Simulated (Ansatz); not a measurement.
System: PbTe (rock salt type), 2 atoms in the cell.

```xyz
2
Lattice="0.0000 3.2850 3.2850 3.2850 0.0000 3.2850 3.2850 3.2850 0.0000" Properties=species:S:1:pos:R:3 pbc="T T T"
Pb    0.0000    0.0000    0.0000
Te    3.2850    3.2850    3.2850
```

Level of theory: PBE, all-electron LAPW, point nucleus (Ansatz).

k-mesh 6×6×6 Γ-centred; Fermi–Dirac smearing of 0.02 eV; no spin polarisation; no spin–orbit coupling.

Q: How large is the gap on this mesh, is it direct, and where do the band edges lie (fractions of the reciprocal vectors of this cell)?

A: 0.83 eV, direct at (0.000, 0.000, -0.500).

Q: List the levels near the gap at (0.000, 0.000, 0.000), (0.000, 0.000, -0.500), (0.000, 0.167, 0.167), (0.000, 0.167, -0.500), (0.000, 0.333, -0.500), in eV from the top of the valence band (v1 is the highest filled band, c1 the lowest empty one).

A: 
| k | v4 | v3 | v2 | v1 | c1 | c2 | c3 |
| --- | --- | --- | --- | --- | --- | --- | --- |
| (0.000, 0.000, 0.000) | -5.71 | -1.16 | -1.16 | -1.16 | 4.03 | 4.03 | 4.03 |
| (0.000, 0.000, -0.500) | -8.33 | -0.73 | -0.73 | 0.00 | 0.83 | 1.40 | 1.40 |
| (0.000, 0.167, 0.167) | -6.38 | -1.56 | -1.56 | -0.26 | 1.81 | 4.15 | 4.15 |
| (0.000, 0.167, -0.500) | -8.08 | -2.08 | -1.44 | -1.13 | 2.21 | 2.50 | 3.22 |
| (0.000, 0.333, -0.500) | -7.53 | -3.53 | -2.22 | -2.13 | 3.85 | 4.31 | 4.70 |

A gap read on the mesh is an upper bound of this method's gap, since the mesh can miss a band edge. Spin–orbit coupling is left out; with heavy elements it can shift the gap and split levels by tenths of an eV. Semilocal functionals give gaps that mostly lie well below measured ones.
